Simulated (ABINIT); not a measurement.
# InP (F-43m) in ABINIT: notebook, part 2 of 2

ABINIT 10.8.3 (patched build). The steps go on from the part before.

### 5 Relaxation of cell and atoms, PBE

run.abi reads:

```
# Pseudopotentials
pp_dirpath "./"
pseudos "In.GGA_PBE-JTH.xml, P.GGA_PBE-JTH.xml"

# Structure
acell 3*1.0
rprim
     0.0000000000     5.5378424082     5.5378424082
     5.5378424082     0.0000000000     5.5378424082
     5.5378424082     5.5378424082     0.0000000000
ntypat 2
znucl 49 15
natom 2
typat 1 2
chkprim 0
chksymtnons 0
tolsym 1.0e-6
xred
            0.0            0.0            0.0
            3/4            3/4            3/4

# Plane-wave basis
ecut 22.0
pawecutdg 44.0
ecutsm 0.5

# k points
kptopt 1
ngkpt 6 6 6
nshiftk 1
shiftk 0.0 0.0 0.0

# Exchange and correlation
ixc 11

# Bands and occupations
nband 13
occopt 3
tsmear 0.00183747

# SCF cycle
nstep 80
tolvrs 1.0e-10

# Output
iomode 3
prteig 0
prtebands 0
prtwf 0
prtden 0

# Relaxation
ionmov 2
optcell 2
ntime 50
tolmxf 2.0e-5
dilatmx 1.08
```

Potentials or basis: JTH PAW PBE v2.0.

Started as:

```console
abinit run.abi > log 2>&1
```

run.abo:

```text
.Version 10.8.3 of ABINIT
 Symmetries : space group F-4 3 m (#216); Bravais cF (face-center cubic)
================================================================================
 Values of the parameters that define the memory need of the present run
     intxc =       0    ionmov =       2      iscf =      17    lmnmax =      18
     lnmax =       6     mgfft =      36  mpssoang =       3    mqgrid =    3001
     natom =       2  nloc_mem =       2    nspden =       1   nspinor =       1
    nsppol =       1      nsym =      24    n1xccc =       1    ntypat =       2
    occopt =       3   xclevel =       2
       mpw =        2126          nfft =       46656          nkpt =          16
 PAW method is used; the additional fine FFT grid is defined by:
   mgfftf=        54    nfftf =    157464
================================================================================
================================================================================

--------------------------------------------------------------------------------
------------- Echo of variables that govern the present computation ------------
--------------------------------------------------------------------------------
 -outvars: echo values of preprocessed input variables --------
            acell      1.0000000000E+00  1.0000000000E+00  1.0000000000E+00 Bohr
              amu      1.14820000E+02  3.09737620E+01
          chkprim           0
      chksymtnons           0
          dilatmx      1.08000000E+00
             ecut      2.20000000E+01 Hartree
           ecutsm      5.00000000E-01 Hartree
           ionmov           2
              ixc          11
         kptrlatt        6    0    0      0    6    0      0    0    6
          kptrlen      4.69901510E+01
            natom           2
            nband          13
            ngfft          36      36      36
          ngfftdg          54      54      54
             nkpt          16
            nstep          80
             nsym          24
            ntime          50
           ntypat           2
           occopt           3
          optcell           2
        pawecutdg      4.40000000E+01 Hartree
         pawxcdev           0
           prtden           0
        prtebands           0
           prteig           0
            prtwf           0
            rprim      0.0000000000E+00  5.5378424082E+00  5.5378424082E+00
                       5.5378424082E+00  0.0000000000E+00  5.5378424082E+00
                       5.5378424082E+00  5.5378424082E+00  0.0000000000E+00
          spgroup         216
           tolmxf      2.00000000E-05
           tolsym      1.00000000E-06
           tolvrs      1.00000000E-10
           tsmear      1.83747000E-03 Hartree
            typat      1  2
           useylm           1
           xangst      0.0000000000E+00  0.0000000000E+00  0.0000000000E+00
                       4.3957499970E+00  4.3957499970E+00  4.3957499970E+00
            xcart      0.0000000000E+00  0.0000000000E+00  0.0000000000E+00
                       8.3067636123E+00  8.3067636123E+00  8.3067636123E+00
             xred      0.0000000000E+00  0.0000000000E+00  0.0000000000E+00
                       7.5000000000E-01  7.5000000000E-01  7.5000000000E-01
            znucl       49.00000   15.00000

================================================================================

 chkinp: Checking input parameters for consistency.

================================================================================
== DATASET  1 ==================================================================

--- !DatasetInfo
iteration_state: {dtset: 1, }
[... 49 lines left out ...]
=== [ionmov= 2] Broyden-Fletcher-Goldfarb-Shanno method (forces)
================================================================================

--- Iteration: ( 1/50) Internal Cycle: (1/1)
--------------------------------------------------------------------------------

---SELF-CONSISTENT-FIELD CONVERGENCE--------------------------------------------
[... 482 lines left out ...]
 Difference of energy with previous step (new-old):
           Absolute (Ha)=-4.67456E-07
           Relative     =-7.22248E-09

 At Broyd/MD step   5, gradients are converged :
  max grad (force/stress) = 2.4312E-06 < tolmxf= 2.0000E-05 ha/bohr (free atoms)

================================================================================

 ----iterations are completed or convergence reached----

 Mean square residual over all n,k,spin=   17.329E-09; max=  36.044E-07
 reduced coordinates (array xred) for    2 atoms
      -0.000000000000     -0.000000000000      0.000000000000
       0.750000000000      0.750000000000      0.750000000000
 rms dE/dt=  0.0000E+00; max dE/dt=  0.0000E+00; dE/dt below (all hartree)
    1       0.000000000000      0.000000000000      0.000000000000
    2       0.000000000000      0.000000000000      0.000000000000

 cartesian coordinates (angstrom) at end:
    1      0.00000000000000     0.00000000000000    -0.00000000000000
    2      4.47019291676688     4.47019291676688     4.47019291676688

 cartesian forces (hartree/bohr) at end:
    1     -0.00000000000000    -0.00000000000000    -0.00000000000000
    2     -0.00000000000000    -0.00000000000000    -0.00000000000000
 frms,max,avg= 0.0000000E+00 0.0000000E+00   0.000E+00  0.000E+00  0.000E+00 h/b

 cartesian forces (eV/Angstrom) at end:
    1     -0.00000000000000    -0.00000000000000    -0.00000000000000
    2     -0.00000000000000    -0.00000000000000    -0.00000000000000
 frms,max,avg= 0.0000000E+00 0.0000000E+00   0.000E+00  0.000E+00  0.000E+00 e/A
 length scales=  7.964323133287  7.964323133287  7.964323133287 bohr
              =  4.214538299544  4.214538299544  4.214538299544 angstroms
 Fermi (or HOMO) energy (hartree) =   0.16245   Average Vxc (hartree)=  -0.33316
 Eigenvalues (hartree) for nkpt=  16  k points:
 kpt#   1, nband= 13, wtk=  0.00463, kpt=  0.0000  0.0000  0.0000 (reduced coord)
  -0.36487   -0.36487   -0.36487   -0.36023   -0.36023   -0.25775    0.15367    0.15367
   0.15367    0.16915    0.30333    0.30333    0.30333
      occupation numbers for kpt#   1
   2.00000    2.00000    2.00000    2.00000    2.00000    2.00000    1.98336    1.98336
   1.98336    0.05094    0.00000    0.00000    0.00000
 prteigrs : prtvol=0 or 1, do not print more k-points.

--- !EnergyTerms
iteration_state     : {dtset: 1, itime: 5, icycle: 1, }
comment             : Components of total free energy in Hartree
kinetic             :  1.64445672687780E+01
hartree             :  2.42402169407283E+01
xc                  : -9.79582244927984E+00
Ewald energy        : -4.41131371533549E+01
psp_core            :  1.31473833112963E+00
local_psp           : -6.58033140324052E+01
PAW spherical_terms :  1.29904642342894E+01
internal            : -6.47222868601146E+01
'-kT*entropy'       : -4.57477499226954E-06
total_energy        : -6.47222914348896E+01
total_energy_eV     : -1.76118327095973E+03
...

--- !EnergyTermsDC
iteration_state     : {dtset: 1, itime: 5, icycle: 1, }
comment             : '"Double-counting" decomposition of free energy'
band_energy         : -3.70933501361926E+00
Ewald energy        : -4.41131371533549E+01
psp_core            :  1.31473833112963E+00
xc_dc               : -2.69325479391923E+01
PAW spherical_terms :  8.71799367273846E+00
internal            : -6.47222881022984E+01
'-kT*entropy'       : -4.57477499226954E-06
total_energy_dc     : -6.47222926770734E+01
total_energy_dc_eV  : -1.76118330476127E+03
...

--- !EnergyTermsWithPAWCore
iteration_state     : {dtset: 1, itime: 5, icycle: 1, }
comment             : 'Components of total free energy, including PAW core contributions'
Total energy        : -6.22383813565736E+03
Total energy DC     : -6.22383813689955E+03
Total energy (eV)   : -1.69359263441839E+05
Total energy DC (eV): -1.69359263475640E+05
...

 Cartesian components of stress tensor (hartree/bohr^3)
  sigma(1 1)= -2.43122518E-08  sigma(3 2)=  0.00000000E+00
  sigma(2 2)= -2.43122518E-08  sigma(3 1)=  0.00000000E+00
  sigma(3 3)= -2.43122518E-08  sigma(2 1)=  0.00000000E+00

-Cartesian components of stress tensor (GPa)         [Pressure=  7.1529E-04 GPa]
- sigma(1 1)= -7.15291143E-04  sigma(3 2)=  0.00000000E+00
- sigma(2 2)= -7.15291143E-04  sigma(3 1)=  0.00000000E+00
- sigma(3 3)= -7.15291143E-04  sigma(2 1)=  0.00000000E+00

== END DATASET(S) ==============================================================
================================================================================

 -outvars: echo values of variables after computation  --------
            acell      7.9643231333E+00  7.9643231333E+00  7.9643231333E+00 Bohr
           etotal     -6.4722292677E+01
            fcart     -0.0000000000E+00 -0.0000000000E+00 -0.0000000000E+00
                      -0.0000000000E+00 -0.0000000000E+00 -0.0000000000E+00
            rprim      0.0000000000E+00  7.0710678119E-01  7.0710678119E-01
                       7.0710678119E-01  0.0000000000E+00  7.0710678119E-01
                       7.0710678119E-01  7.0710678119E-01  0.0000000000E+00
           strten     -2.4312251786E-08 -2.4312251786E-08 -2.4312251786E-08
                       0.0000000000E+00  0.0000000000E+00  0.0000000000E+00
           xangst      1.5957926369E-29  2.8550291242E-30 -2.8106686390E-29
                       4.4701929168E+00  4.4701929168E+00  4.4701929168E+00
             xred     -6.9140612724E-30 -2.5173056438E-30  7.8720833904E-30
                       7.5000000000E-01  7.5000000000E-01  7.5000000000E-01
 Calculation completed.
```

Wall time 74 s (1 thread of Intel Xeon at 2.70GHz, shared host); peak memory 0.14 GiB.

Results:

* Free energy: -1761.1833 eV
* Relaxed volume: 26.47 Å³/atom
* Relaxed cell: a = 4.215 Å, b = 4.215 Å, c = 4.215 Å, α = 60.00°, β = 60.00°, γ = 60.00°
* Space group after relaxing (to 0.05 Å): F-43m (No. 216)
* Energy gained by relaxing: 13.1 meV/atom
* Ionic steps: 5
* Pressure after relaxing: 0.0 GPa
* Band gap on the k mesh: 0.42 eV, direct

Step by step:
| step | energy change (eV) | largest force (eV/Å) | pressure (GPa) | volume (Å³) |
| --- | --- | --- | --- | --- |
| 1 | 0.0000 | 0.0000 | 3.36 | 50.33 |
| 2 | -0.0097 | 0.0000 | 2.61 | 50.85 |
| 3 | -0.0260 | 0.0000 | 0.17 | 52.78 |
| 4 | -0.0261 | 0.0000 | 0.01 | 52.92 |
| 5 | -0.0261 | 0.0000 | 0.00 | 52.93 |

Final structure:
```yaml
crystal:
  lattice:
    - [0.00000, 2.98013, 2.98013]
    - [2.98013, 0.00000, 2.98013]
    - [2.98013, 2.98013, 0.00000]
  atoms:
    - { symbol: In, position: [0.00000, 0.00000, 0.00000] }
    - { symbol: P, position: [0.75000, 0.75000, 0.75000] }
```

Caveat: spin-orbit coupling is left out, which moves the levels of the heavy elements. A k mesh can miss the band edges.

### 6 Summary

```tsv
task	level	potentials or basis	spin	cell	cutoff (eV)	fine-grid cutoff	cell freedom (optcell)	optimiser (ionmov)	cutoff smearing ecutsm (Ha)	force stop (Ha/bohr)	gap on the mesh (eV)	pressure (GPa)
single point	LDA	PseudoDojo NC SR LDA v0.4.1 standard	off	as given	844	-	-	-	-	-	0.48	-
single point	PBE	PseudoDojo NC FR PBE v0.4 standard	SOC, no magnetisation	as given	844	-	-	-	-	-	0.68	2.8
single point	PBE	Ansatz PAW PBE default generated set, frozen core	off	as given	327	653.073 eV	-	-	-	-	0.72	-
relaxation of cell and atoms	PBE	JTH PAW PBE v2.0	off	relaxed	599	1197.3 eV	2	2	0.5	2e-05	0.42	0.0
```

Alike in all rows: k mesh 6 × 6 × 6; smearing fermi-dirac 0.05 eV.

Caveats: spin-orbit coupling is left out, which moves the levels of the heavy elements (some runs); the atomic spheres overlap (some runs).

Total energies depend on the potentials used, so only differences within one code and one set of settings carry meaning.

### 7 How close it comes

Step 2. A measured gap of InP is 1.4236 eV (direct; 1.6 K; a printed reference work, data compilation); the calculated 0.48 eV misses it by -0.94 eV. Spin-orbit coupling on In is left out. The value is that of LDA, without temperature or zero-point motion. Semilocal functionals fall short of measured gaps as a rule.

Step 3. A measured gap of InP is 1.4236 eV (direct; 1.6 K; a printed reference work, data compilation); the calculated 0.68 eV misses it by -0.74 eV. The value is that of PBE, without temperature or zero-point motion. Semilocal functionals fall short of measured gaps as a rule.
